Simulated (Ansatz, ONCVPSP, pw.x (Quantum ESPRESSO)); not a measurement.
**tungsten (sc): variants of one ONCV potential in the solid**

W (Z = 74), optimised norm-conserving Vanderbilt (ONCV), made with ONCVPSP 4.0.1 (PBE, scalar-relativistic). Core [Kr] 4d10 4f14, reference 5s2 5p6 5d4 6s0.5 (charge +1.5). Waves: 5s+6s: rc 1.60 bohr, ncon 4, nbas 8, qcut 7 1/bohr, 2 projectors; 5p: rc 1.65 bohr, ncon 4, nbas 8, qcut 10.6 1/bohr, 2 projectors, debl 3.6 Ha; 5d: rc 2.15 bohr, ncon 3, nbas 7, qcut 6.1 1/bohr, 2 projectors, debl 1.4 Ha. Local part: polynomial inside 1.50 bohr (lpopt 5, dvloc0 2 Ha). Core correction: Teter function, fcfact 2, rcfact 1.65.

Crystal test: sc W in pw.x 7.5, no spin, 12³ k-points, Fermi–Dirac smearing 0.01 Ry, cutoffs set for each file from its atomic test. The reference is all-electron LAPW (Ansatz 0.2.0) with the same functional, mesh and smearing; V0 and B0 come from Birch–Murnaghan fits to the pressures at five volumes. Errors are pseudo minus all-electron; Δ is the rms difference of the E(V) curves that follow from these fits, minima aligned, over ±6 % about the mean V0. Mesh and smearing are coarse, so the numbers serve the comparison and aren't converged zero-temperature values; the lattice is a test structure that the element need not adopt.

All-electron: a0 = 2.638 Å (V0 = 18.36 Å³/atom), B0 = 216.4 GPa.

```csv
change,cutoffs (Ry),pw.x,a0 (Å),a0 error (%),B0 error (%),Δ (meV/atom),mean pressure error (GPa)
base,85/340,converged,2.626,-0.45,+0.8,11.9,-2.83
d: rc 1.64,85/340,converged,2.626,-0.46,+0.9,12.0,-2.86
d: rc 2.2,85/340,converged,2.626,-0.45,+0.8,11.8,-2.81
d: rc 2.58,85/340,converged,2.627,-0.43,+0.4,11.1,-2.63
d: rc 3.06,85/340,converged,2.628,-0.37,-0.8,9.8,-2.29
```

Q: Give the row for: d: rc 1.94.

A: pw.x: converged; mean pressure error (GPa): -2.88; a0 (Å): 2.626; a0 error (%): -0.46; B0 error (%): +0.9; Δ (meV/atom): 12.1.
